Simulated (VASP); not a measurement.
## SiNi3: relaxation of cell and atoms with PBE+D3(BJ)

Crystal: SiNi3.

```
Si Ni
1.0
     3.46446    0.00000    0.00000
     0.00000    3.46446    0.00000
     0.00000    0.00000    3.46446
Si Ni
1 3
Direct
  0.00000 0.00000 0.00000
  0.00000 0.50000 0.50000
  0.50000 0.00000 0.50000
  0.50000 0.50000 0.00000
```

| Quantity | Value |
| --- | --- |
| Program | VASP 6.6.1 |
| Task | relaxation of cell and atoms |
| Functional | PBE |
| Dispersion | D3(BJ) |
| Potentials or basis | VASP PAW PBE potentials, release 64 (Si, Ni) |
| Cutoff | 600 eV |
| k mesh | 10 × 10 × 10 |
| Occupations | methfessel-paxton, width 0.1 eV |
| Spin | no spin polarisation |
| Further INCAR settings | ALGO = Normal; EDIFF = 1e-07; IBRION = 2; EDIFFG = -0.005; NSW = 90; ISIF = 3 |

```
Pressure after relaxing    : 0.0 GPa
Band gap on the k mesh     : none (metal or under the smearing width)
Dispersion energy per atom : -0.513 eV
```

Final structure:
```yaml
crystal:
  lattice:
    - [3.46446, 0.00000, 0.00000]
    - [0.00000, 3.46446, 0.00000]
    - [0.00000, 0.00000, 3.46446]
  atoms:
    - { symbol: Si, position: [0.00000, 0.00000, 0.00000] }
    - { symbol: Ni, position: [0.00000, 0.50000, 0.50000] }
    - { symbol: Ni, position: [0.50000, 0.00000, 0.50000] }
    - { symbol: Ni, position: [0.50000, 0.50000, 0.00000] }
```

Levels at points of the mesh, in eV from the Fermi level:
| k point | band 15 | band 16 | band 17 | band 18 | band 19 | band 20 |
| --- | --- | --- | --- | --- | --- | --- |
| (0.00, 0.00, 0.00) | -0.63 | -0.28 | 0.06 | 0.06 | 0.06 | 5.19 |
| (0.50, 0.00, 0.00) | -1.18 | -0.56 | 0.06 | 3.77 | 3.77 | 5.38 |
| (0.50, 0.50, 0.00) | -1.14 | -1.04 | -0.97 | 0.72 | 0.72 | 5.84 |
| (0.50, 0.50, 0.50) | -1.28 | -0.44 | -0.19 | -0.19 | -0.19 | 1.39 |

It took 49 s on 1 thread of Intel(R) Xeon(R) Platinum 8259CL CPU @ 2.50GHz (Skylake/Cascade Lake) (shared host), peak memory 0.2 GiB.

Caveat: the relaxation stopped at its first step, so nothing moved; pairwise dispersion overbinds metals, which lowers pressure and volume. Spin polarisation is off, so any magnetic state and its effect on volume and gap are missing.
